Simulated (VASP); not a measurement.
A run of VASP 6.6.1:

Contents of INCAR:

```
ALGO     = Normal         # electronic algorithm
EDIFF    = 1E-7           # SCF threshold, eV
ENCUT    = 520            # plane-wave cutoff, eV
GGA      = PE             # functional
ISIF     = 2              # what is computed and relaxed
ISMEAR   = 0              # smearing method
IVDW     = 12             # dispersion correction
LASPH    = True           # aspherical terms in the spheres
LCHARG   = False          # write CHGCAR
LREAL    = False          # projectors in reciprocal space
LWAVE    = False          # write WAVECAR
NBANDS   = 16             # bands
NELM     = 60             # most SCF steps
PREC     = Accurate       # precision mode
SIGMA    = 0.01           # smearing width, eV
```

Contents of KPOINTS:

```
k-points
0
Gamma
  10 10 10
```

POSCAR

```
Mg2Ge
1.0
    0.0000000000      3.1623461800      3.1623461800
    3.1623461800      0.0000000000      3.1623461800
    3.1623461800      3.1623461800      0.0000000000
Mg Ge
2 1
Direct
    0.7500000000      0.7500000000      0.7500000000
    0.2500000000      0.2500000000      0.2500000000
    0.0000000000      0.0000000000      0.0000000000
```

Potentials or basis: VASP PAW PBE potentials, release 64 (Mg, Ge_d).

The run is started by

```sh
$ cat potpaw_PBE.64/Mg/POTCAR potpaw_PBE.64/Ge_d/POTCAR > POTCAR
$ mpirun -np 1 vasp_std > vasp.out
```

Hardware: 1 thread of Intel(R) Xeon(R) Platinum 8488C (Sapphire Rapids) (shared host).

Q: Estimate the wall time of this run.

A: Wall time 49 s on 1 thread of Intel(R) Xeon(R) Platinum 8488C (Sapphire Rapids), on a shared host, peak memory 0.23 GiB. Counts: scf iterations 13, k points 47.
